## Where a constant bulk modulus fails in cubic HfO₂

Squeezing a hard oxide twice as far should take twice the pressure, and stretching it by the same amount should produce an equal tension. This is Hooke's law for a solid under uniform pressure, with one bulk modulus as its only stiffness. The table tests it on cubic HfO₂, computed with a hybrid functional in cells up to 4% shorter or longer in every direction. Positive pressure means compression and negative pressure means tension.

Ansatz 0.2.0, spin-unpolarised HSE06 calculations with PAW potentials for cubic HfO₂ (Fm-3m, 3-atom cell), with a plane-wave cutoff of 420 eV, a 6×6×6 k mesh and fixed occupations. The cells are scaled uniformly from the r2SCAN geometry, and the atoms are held fixed in each run. Pressure and stress are positive in compression.

```csv
volume (Å³/atom),shortest distance (Å),pressure (GPa),stress xx (GPa),stress yy (GPa),stress zz (GPa)
9.543,2.103,42.10,42.10,42.10,42.10
9.844,2.125,29.40,29.40,29.40,29.40
10.151,2.147,18.10,18.10,18.10,18.10
10.412,2.165,9.90,9.90,9.90,9.90
10.465,2.168,8.30,8.30,8.30,8.30
10.786,2.190,-0.40,-0.40,-0.40,-0.40
11.113,2.212,-7.90,-7.90,-7.90,-7.90
11.446,2.234,-14.50,-14.50,-14.50,-14.50
11.625,2.246,-17.60,-17.60,-17.60,-17.60
11.786,2.256,-20.20,-20.20,-20.20,-20.20
12.133,2.278,-25.20,-25.20,-25.20,-25.20
```

Near zero pressure the law can be given its best chance. Interpolation between the two rows on either side of zero gives a volume $V_0 = 10.77$ Å³/atom. The slope between the rows at 10.465 and 11.113 Å³/atom gives a bulk modulus $B_0$ of about 269 GPa. Hooke's law then reads $P = B_0 (V_0 - V)/V_0$, where $P$ is the pressure and $V$ the volume per atom. For the smallest cell it predicts 31 GPa, whereas the calculation gives 42.1 GPa.

The pattern of the errors shows what kind of failure this is. In compression the straight line gives too little pressure, and in expansion it gives too much tension. A badly chosen modulus would behave differently: if it were too small, it would underestimate both pressure and tension. A misplaced $V_0$ would shift the whole line, giving the same error in every row. Here the errors almost vanish near $V_0$ and grow towards both ends, so the stiffness itself must change with volume.

Pairs of cells with equal and opposite changes of length make this visible without any modulus. At 2% the pressures are 18.1 and −14.5 GPa, which do not cancel. Their mean lies 2.2 GPa above the pressure of the middle cell, at 10.786 Å³/atom, and for the 4% pair this excess is about 9 GPa. Doubling the strain thus quadruples the excess, as expected when the next term after the linear one has been left out.

The stresses were only loosely converged, so numerical error must also be considered. Pressure is the rate at which energy rises as volume shrinks, and the total energies of the same calculations therefore provide a check. Pressures obtained from their differences agree with the stresses to within 0.3 GPa. That is far less than the errors of the line at large strain. The largest disagreement falls on the shortest step in volume, where rounding of the energies and volumes weighs most.

The cause lies in how ions hold each other apart. Hafnium and oxygen ions attract electrically, and this attraction changes gently with distance. What stops them is the repulsion between filled electron shells, which sets in when the shells overlap and grows roughly exponentially as the ions approach. At zero pressure the two balance.

Stiffness measures how fast this balance is upset when the distance changes, and it comes from the steep repulsion, while the attraction, which also grows as the ions approach, takes part of it away. Shorter contacts increase the overlap, so each further step inward costs more than the last. Longer contacts let the repulsion fade, leaving an attraction that itself weakens with distance, so each further step outward adds less tension. The same asymmetry is expected in other solids where compression has to shorten such contacts. An open framework that can shrink by tilting its links need not stiffen in this way.

The table shows the resulting change of stiffness directly. The local bulk modulus falls from about 409 GPa between the two smallest cells to 172 GPa between the two largest. The division into attraction and repulsion is a simplified ionic picture, however, because these pressures contain both together and the bonds are partly covalent.

A better law can be had from the same two numbers. The Birch–Murnaghan form takes the energy as quadratic in the strain $f = \tfrac12[(V_0/V)^{2/3} - 1]$, which grows faster in compression than in expansion. Differentiating the energy $\tfrac92 B_0 V_0 f^2$ with respect to volume and reversing the sign gives

$$P = \tfrac32 B_0\left[(V_0/V)^{7/3} - (V_0/V)^{5/3}\right].$$

For the smallest cell, which was not used to find $V_0$ or $B_0$, the bracket is $1.326 - 1.223 = 0.103$. The pressure is then $1.5 \times 269 \times 0.103 \approx 42$ GPa, close to the computed value. The output below shows similar success in the other rows. The form has stiffening built in: near zero pressure its modulus rises by 4 GPa for each GPa of pressure. It therefore suits solids that stiffen at about this rate, as cubic HfO₂ does here, and its success does not prove the ionic explanation.

The failure matters when a measured lattice spacing is converted into pressure. With a constant modulus, a uniform 2% change of length already puts the pressure wrong by about 15%.

Even the curved law describes only a crystal held cubic. The three stress columns are equal because the symmetry makes them so, and the same symmetry cancels every force on the atoms. Neither is a sign of stability: on cooling, cubic HfO₂ is known to turn tetragonal as its oxygen atoms shift, and monoclinic at lower temperature. The table cannot tell whether compression or stretching strengthens the tendency to distort. That would take cells at these volumes with the oxygen atoms displaced.

Printed output of the fit:

```
zero-pressure volume (cubic angstrom per atom): 10.77
bulk modulus near zero pressure (GPa): 269.3
Pressures in GPa, misses are estimate less computed, modulus and energy test belong to the step from the row above:
     row  straight line  miss of line  Birch-Murnaghan  miss of Birch-Murnaghan  local bulk modulus  energy-derived less mean stress pressure
   9.543          30.71        -11.39            41.55                  -0.5541                 n/a                                       n/a
   9.844          23.18        -6.219            29.03                   -0.374                 409                                   0.01952
  10.151          15.51        -2.594            17.98                  -0.1172                 368                                   -0.1436
  10.412          8.981        -0.919            9.776                  -0.1244                 323                                  -0.06536
  10.465          7.656        -0.644            8.228                 -0.07167               315.1                                    0.2712
  10.786         -0.369       0.03103          -0.3677                   0.0323                 288                                     -0.14
  11.113         -8.544        -0.644           -7.902                -0.001977               251.1                                   -0.1127
  11.446         -16.87        -2.369           -14.49                 0.009566               223.6                                  -0.01043
  11.625         -21.34        -3.744           -17.64                 -0.03594               199.8                                   -0.1806
  11.786         -25.37        -5.169           -20.25                 -0.05208                 189                                  -0.07402
  12.133         -34.04        -8.844           -25.27                 -0.07211               172.3                                  -0.00135
miss of line at smallest cell (percent of computed pressure): -27.06
excess tension of line at largest cell (percent of computed tension): 35.1
miss of line at 2 percent shorter edges (percent of computed pressure): -14.33
excess tension of line at 2 percent longer edges (percent of computed tension): 16.34
mean pressure of the 1 percent pair less central row (GPa): 0.6
mean pressure of the 2 percent pair less central row (GPa): 2.2
mean pressure of the 3 percent pair less central row (GPa): 5
mean pressure of the 4 percent pair less central row (GPa): 8.85
ratio of the 4 percent to the 2 percent pair: 4.023
same mean for the 4 percent pair from the straight line (GPa): -1.3
ratio of first to last local bulk modulus: 2.373
largest disagreement of energy-derived and stress pressure (GPa): 0.2712
largest difference among the three stresses (GPa): 0
```
